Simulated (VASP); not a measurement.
VASP 6.6.1 run: PbSe

INCAR

```
LASPH = .TRUE.
ISMEAR = -1
LCHARG = .FALSE.
LREAL = .FALSE.
NELM = 120
ISIF = 3
NBANDS = 17
EDIFFG = -5E-3
LWAVE = .FALSE.
EDIFF = 1E-7
NSW = 40
SIGMA = 0.02
ENCUT = 600
METAGGA = RTPSS
PREC = Accurate
IBRION = 2
```

KPOINTS

```
KPOINTS created by Atomic Simulation Environment
0
Gamma
8 8 8
0 0 0
```

POSCAR

```
Pb Se
 1.0000000000000000
     0.0000000000000000    2.8250139999999999    2.8250139999999999
     2.8250139999999999    0.0000000000000000    2.8250139999999999
     2.8250139999999999    2.8250139999999999    0.0000000000000000
 Pb  Se
   1   1
Cartesian
  0.0000000000000000  0.0000000000000000  0.0000000000000000
  2.8250139999999999  2.8250139999999999  2.8250139999999999
```

The recommended PBE PAW datasets give the neutral cell 20 valence electrons.

Command

```
mpirun -np 1 vasp_std
```

OSZICAR

```
N       E                     dE             d eps       ncg     rms          rms(c)
DAV:   1     0.210054497180E+03    0.21005E+03   -0.10684E+04   987   0.144E+03
DAV:   2     0.518961437395E+02   -0.15816E+03   -0.15312E+03   989   0.350E+02
DAV:   3     0.406558213471E+02   -0.11240E+02   -0.11155E+02  1343   0.101E+02
DAV:   4     0.404154420327E+02   -0.24038E+00   -0.24012E+00  1175   0.138E+01
DAV:   5     0.404096914911E+02   -0.57505E-02   -0.57499E-02  1429   0.232E+00    0.494E+00
DAV:   6     0.436500668490E+02    0.32404E+01   -0.11621E+01   987   0.369E+01    0.261E+00
DAV:   7     0.437171613704E+02    0.67095E-01   -0.32299E-01  1346   0.547E+00    0.187E+00
DAV:   8     0.437904626407E+02    0.73301E-01   -0.29392E-01  1450   0.393E+00    0.109E+00
DAV:   9     0.437808520642E+02   -0.96106E-02   -0.44403E-02  1222   0.140E+00    0.847E-01
DAV:  10     0.437824615686E+02    0.16095E-02   -0.68550E-03  1284   0.142E+00    0.195E-01
...
   5 F= 0.43021205E+02 E0= 0.43021205E+02  d E =-.130524E-03
       N       E                     dE             d eps       ncg     rms          rms(c)
DAV:   1     0.430211164974E+02   -0.87982E-04   -0.27990E-03  1275   0.818E-01    0.517E-02
DAV:   2     0.430211813730E+02    0.64876E-04   -0.11815E-04  1263   0.171E-01    0.209E-02
DAV:   3     0.430211961231E+02    0.14750E-04   -0.64228E-05  1265   0.118E-01    0.468E-03
DAV:   4     0.430211980510E+02    0.19279E-05   -0.18004E-06  1216   0.158E-02    0.197E-03
DAV:   5     0.430211991441E+02    0.10931E-05   -0.34560E-07   837   0.649E-03    0.675E-04
DAV:   6     0.430211992597E+02    0.11563E-06   -0.24024E-08   509   0.213E-03    0.108E-04
DAV:   7     0.430211991614E+02   -0.98328E-07   -0.53976E-09   497   0.736E-04
   6 F= 0.43021199E+02 E0= 0.43021199E+02  d E =-.135871E-03
```

From OUTCAR

```
k-points           NKPTS =     29   k-points in BZ     NKDIM =     29   number of bands    NBANDS=     17

   NELECT =      20.0000    total number of electrons

   dimension x,y,z NGX =    32 NGY =   32 NGZ =   32
   dimension x,y,z NGXF=    64 NGYF=   64 NGZF=   64

  energy-cutoff  :      600.00
  volume of cell :       58.59
      direct lattice vectors                 reciprocal lattice vectors
     0.000000000  3.082644805  3.082644805    -0.162198382  0.162198382  0.162198382
     3.082644805  0.000000000  3.082644805     0.162198382 -0.162198382  0.162198382
     3.082644805  3.082644805  0.000000000     0.162198382  0.162198382 -0.162198382

 k-points in reciprocal lattice and weights: KPOINTS created by Atomic Simulation Env
   0.00000000  0.00000000  0.00000000       0.002
   0.12500000  0.00000000  0.00000000       0.016
   0.25000000  0.00000000  0.00000000       0.016
   0.37500000  0.00000000  0.00000000       0.016
   0.50000000  0.00000000  0.00000000       0.008
   0.12500000  0.12500000  0.00000000       0.012
   0.25000000  0.12500000  0.00000000       0.047
   0.37500000  0.12500000  0.00000000       0.047
   ...

 E-fermi :   4.8706

 k-point     1 :       0.0000    0.0000    0.0000
  band No.  band energies     occupation
      1     -12.1945      2.00000
      2     -12.1945      2.00000
      3     -12.1945      2.00000
      4     -12.1886      2.00000
      5     -12.1886      2.00000
      6      -8.8922      2.00000
      7      -1.5500      2.00000
      8       2.9170      2.00000
      9       2.9170      2.00000
     10       2.9170      2.00000
     11       9.5217      0.00000
     12       9.5217      0.00000
     13       9.5217      0.00000
     14      11.2988      0.00000
     15      11.2988      0.00000
     16      11.2988      0.00000
     17      12.6465      0.00000

 k-point     2 :       0.1250    0.0000    0.0000
  band No.  band energies     occupation
      1     -12.1940      2.00000
      2     -12.1940      2.00000
      3     -12.1940      2.00000
      4     -12.1880      2.00000
      5     -12.1880      2.00000
      6      -8.7772      2.00000
      7      -1.9322      2.00000
      8       2.9525      2.00000
      9       2.9525      2.00000
     10       3.1796      2.00000
     11       8.4121      0.00000
     12       8.8645      0.00000
     13       8.8645      0.00000
     14      11.0057      0.00000
     15      11.6506      0.00000
     16      11.6506      0.00000
     17      13.8245      0.00000

 k-point     3 :       0.2500    0.0000    0.0000
  band No.  band energies     occupation
      1     -12.2013      2.00000
      2     -12.2013      2.00000
      3     -12.1929      2.00000
      4     -12.1779      2.00000
      5     -12.1779      2.00000
      6      -8.4628      2.00000
      7      -2.7789      2.00000
      8       3.0569      2.00000
      9       3.0569      2.00000
     10       3.7072      2.00000
     11       6.9000      0.00000
     12       7.7687      0.00000
     13       7.7687      0.00000
     14      11.1506      0.00000
     15      12.5365      0.00000
     16      12.5365      0.00000
     17      15.7254      0.00000

 ...

  Total        0.0005494      0.0005494      0.0005494      0.0000000      0.0000000      0.0000000
  in kB        0.0150239      0.0150239      0.0150239      0.0000000      0.0000000      0.0000000
  external PRESSURE =       0.0150239 kB  Pullay stress =       0.0000000 kB

 POSITION                                       TOTAL-FORCE (eV/Angst)
 -----------------------------------------------------------------------------------
      3.08264      0.00000      3.08264        -0.000000      0.000000     -0.000000
      3.08264      3.08264      3.08264         0.000000     -0.000000      0.000000
 -----------------------------------------------------------------------------------
    total drift:                                0.000000     -0.000000     -0.000000

  FREE ENERGIE OF THE ION-ELECTRON SYSTEM (eV)
  ---------------------------------------------------
  free  energy   TOTEN  =        43.0211991614 eV

  energy  without entropy=       43.0211996027  energy(sigma->0) =       43.02119938
```

```csv
ionic step,ΔE (meV/atom),volume (Å³),largest force (eV/Å),pressure (GPa),electronic steps
1,0.0,45.09,0.000,22.87,15
2,-263.6,69.53,0.000,-5.88,13
3,-380.9,58.52,0.000,0.06,11
4,-380.9,58.81,0.000,-0.19,8
5,-380.9,58.54,0.000,0.04,8
6,-380.9,58.59,0.000,0.00,7
```

It converged. Results: relaxed cell vector lengths 4.360, 4.360, 4.360 Å; relaxed cell volume 58.59 Å³.

 The volume moved far on the plane waves of the start cell, so a restart from CONTCAR is due.

For comparison, a separate PBE relaxation on usual settings, not on those above, ends at 60.12 Å³.

The run above took about 2.8 min on one core of a shared host (Intel Xeon 6975P-C) and held 0.21 GiB at most.
